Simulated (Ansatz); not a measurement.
An input for Ansatz 0.2.0 (SiC (Moissanite)):

```yaml
crystal:
  lattice:
    - [3.081, 0.0, 0.0]
    - [-1.5405, 2.6682242691, 0.0]
    - [0.0, 0.0, 15.1248]
  atoms:
    - { symbol: Si, position: [0.0, 0.0, 0.0] }
    - { symbol: Si, position: [0.0, 0.0, 0.5] }
    - { symbol: Si, position: [0.3333333333, 0.6666666667, 0.1664] }
    - { symbol: Si, position: [0.6666666667, 0.3333333333, 0.6664] }
    - { symbol: Si, position: [0.6666666667, 0.3333333333, 0.3329] }
    - { symbol: Si, position: [0.3333333333, 0.6666666667, 0.8329] }
    - { symbol: C, position: [0.3333333333, 0.6666666667, 0.0412] }
    - { symbol: C, position: [0.6666666667, 0.3333333333, 0.5412] }
    - { symbol: C, position: [0.6666666667, 0.3333333333, 0.208] }
    - { symbol: C, position: [0.3333333333, 0.6666666667, 0.708] }
    - { symbol: C, position: [0.0, 0.0, 0.3746] }
    - { symbol: C, position: [0.0, 0.0, 0.8746] }
kpoints:
  mp_grid: { grid: [6, 6, 2] }
hamiltonian:
  xc: pbe
  pseudopotentials: { kind: paw, azcp: { folder: soft_1 } }
scf:
  occupations: { method: fixed }
gw:
  n_empty_bands: 518
  ecut_chi: 150.0
  qp_bands: [v4, c4]
  qp_kpoints: band_edges
  screening: { model: contour_deformation }
```

```sh
ansatz run input.yaml --threads 3 --pin off --max-ram 92160MiB --backend cuda --events-out ev --progress --plain --runs-dir out --devices 1 --max-vram 13GiB
```

Question: Estimate wall time and host memory on 1 × NVIDIA H100 80GB HBM3 (shared by 6 runs) with 3 threads of AMD EPYC 7R13 (Zen 3), shared host.

It took 34 s; on shared hardware allow 17 s to 69 s. Peak host memory was 2.1 GiB. The sizes that set the cost: 2415 plane waves a state, 14 irreducible k points, 542 bands summed, 493 plane waves in the screening and 9 SCF cycles.

The screening grows as filled bands × empty bands × pairs of k points, times the square of the screening basis for the matrix.

[Paths, hosts, dates, memory and timing lines, banners, echoed tables and standing remarks are left out of the program output.]

[Logs are printed without paths, hosts, clocks, repeated set-up lines and the standing remarks that a program may print on its own settings, such as how far it seeks lower states.]

[Runs of the session that timed out or met a known fault of the program may be left out.]

[Cells called generated may have been cut or substituted from an entry of the Crystallography Open Database or the Materials Project.]

[Hosts, paths, dates, database ids (printed as entryN), source tags and the programs' standing remarks are cut or masked in the printed files.]
